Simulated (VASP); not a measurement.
Set up this calculation in VASP 6.6.1, as the native input.

```yaml
Task: single point
Functional: r2SCAN
Potentials_or_basis: VASP PAW PBE potentials, release 64 (Si)
Cutoff: 520 eV
k_mesh: 14 × 14 × 14
Occupations: gaussian, width 0.05 eV
Spin: no spin polarisation
Dipole_correction: no
Further_INCAR_settings: ALGO = Normal; EDIFF = 1e-06; NBANDS = 11
```

Crystal: Si.

```xyz
2
Lattice="0.0000 2.7357 2.7357 2.7357 0.0000 2.7357 2.7357 2.7357 0.0000" Properties=species:S:1:pos:R:3 pbc="T T T"
Si    2.7357    2.7357    2.7357
Si    4.1036    4.1036    4.1036
```

One way to write it, as run:

POSCAR

```
Si
1.0
    0.0000000000      2.7357379442      2.7357379442
    2.7357379442      0.0000000000      2.7357379442
    2.7357379442      2.7357379442      0.0000000000
Si
2
Direct
    0.5000000000      0.5000000000      0.5000000000
    0.7500000000      0.7500000000      0.7500000000
```

INCAR.step1

```
  PREC = Accurate
  ENCUT = 520
  ISMEAR = 0
  SIGMA = 0.05
  LREAL = F
  LASPH = T
  NELM = 80
  NBANDS = 11
  GGA = PE
  ALGO = Normal
  EDIFF = 1E-4
  LWAVE = T
  LCHARG = F
```

INCAR.step2

```
  PREC = Accurate
  ENCUT = 520
  EDIFF = 1E-6
  ISMEAR = 0
  SIGMA = 0.05
  LREAL = F
  LASPH = T
  NELM = 80
  ALGO = Normal
  ISIF = 2
  LWAVE = F
  LCHARG = F
  METAGGA = R2SCAN
  LMIXTAU = T
  NBANDS = 11
  ISTART = 1
```

KPOINTS

```
Automatic mesh
0
Gamma
  14 14 14
```

Potentials or basis: VASP PAW PBE potentials, release 64 (Si).

Run with:

```console
$ cat potpaw_PBE.64/Si/POTCAR > POTCAR
$ cp INCAR.step1 INCAR
$ mpirun -np 1 vasp_std > vasp.out
$ cp INCAR.step2 INCAR
$ mpirun -np 1 vasp_std > vasp.out
```

Results of the run:

```
Pressure               : -1.6 GPa
Band gap on the k mesh : 0.81 eV, indirect (least direct gap 2.75 eV)
```

Caveat: the PAW data sets were made with another functional, which shifts forces and pressure a little.

Run time: 69 s on 1 thread of Intel(R) Xeon(R) 6975P-C (Granite Rapids), on a shared host, peak memory 0.18 GiB.
